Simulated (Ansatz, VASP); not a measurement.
## One calculation of Lu, two programs

The input INCAR:

```
SYSTEM = Lu
ALGO = Normal ; EDIFF = 1E-6
ENCUT = 520 ; GGA = RP
ISIF = 2 ; ISMEAR = -1
LASPH = .True. ; LCHARG = .True.
LELF = .True. ; LREAL = .False.
LVHAR = .True. ; LWAVE = .False.
NBANDS = 18 ; NELM = 100
PREC = Accurate ; SIGMA = 0.1
```

KPOINTS

```
k-points
0
Gamma
  13 13 13
  0 0 0
```

The input POSCAR:

```
Lu
1.0
   -1.9819633453      1.9819633453      1.9819633453
    1.9819633453     -1.9819633453      1.9819633453
    1.9819633453      1.9819633453     -1.9819633453
Lu
1
Direct
    0.0000000000      0.0000000000      0.0000000000
```

Input for Ansatz:

```yaml
crystal:
  lattice:
    - [-1.9819633453, 1.9819633453, 1.9819633453]
    - [1.9819633453, -1.9819633453, 1.9819633453]
    - [1.9819633453, 1.9819633453, -1.9819633453]
  atoms:
    - { symbol: Lu, position: [0.0, 0.0, 0.0] }
hamiltonian:
  xc: rpbe
  pseudopotentials:
    kind: paw
    azcp:
      Lu: "pseudopotentials/Lu.paw.azcp"
basis:
  ecutwfc: 420
  fft_grid_basis: typed
kpoints:
  mp_grid: { grid: [13, 13, 13], shift: [0, 0, 0] }
magnetization:
  spin_polarized: false
scf:
  occupations: { method: fermi_dirac, width: 0.1 }
  lower_state_search: "off"
output:
  stress: true
```

Alike in both runs: task single point; functional RPBE; k mesh 13 × 13 × 13; occupations fermi-dirac, width 0.1 eV; no spin polarisation.

|  | VASP | Ansatz |
| --- | --- | --- |
| version | VASP 6.6.1 | Ansatz 0.2.0 |
| potentials or method | VASP PAW PBE potentials, release 64 (Lu) | plane waves (420 eV) with PAW, scalar-relativistic |
| plane-wave cutoff (eV) | 520 | 420 |
| valence electrons in the cell | 25 | 25 |

|  | VASP | Ansatz | Ansatz less VASP |
| --- | --- | --- | --- |
| pressure (GPa) | 0.1 | 0.0 | -0.07 |

Caveats: the PAW data sets were made with another functional, which shifts forces and pressure a little (VASP). Spin-orbit coupling is left out, which matters for the levels of Lu.
